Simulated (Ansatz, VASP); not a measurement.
Two plane-wave programs on TePb

```
CELL_PARAMETERS angstrom
0.00000 3.26947 3.26947
3.26947 0.00000 3.26947
3.26947 3.26947 0.00000
ATOMIC_POSITIONS crystal
Te 0.50000 0.50000 0.50000
Pb 0.00000 0.00000 0.00000
```

Change from the starting cell: volume scaled by 1.04, PAW files.

Alike in both runs: task electric field gradients; functional PBE; k mesh 11 × 11 × 11; occupations fermi-dirac, width 0.08 eV; no spin polarisation.

|  | VASP | Ansatz |
| --- | --- | --- |
| version | VASP 6.6.1 | Ansatz 0.2.0 |
| potentials or method | VASP PAW PBE potentials, release 64 (Te, Pb_d) | PAW with Ansatz's default frozen-core files, scalar-relativistic |
| plane-wave cutoff (eV) | 520 | 420 |
| valence electrons in the cell | 20 | 30 |

|  | VASP | Ansatz | Ansatz less VASP |
| --- | --- | --- | --- |
| pressure (GPa) | 0.5 | 0.6 | +0.04 |
| Vzz of the field gradient on the site that differs most (V/Å²) | 0.0 | 0.0 | 0.00 |

The two sets of potentials don't hold the same shells in valence. Ansatz warned: «gradients_without_spin_orbit».

The runs have no spin-orbit coupling, so splittings on Pb, Te are missing.
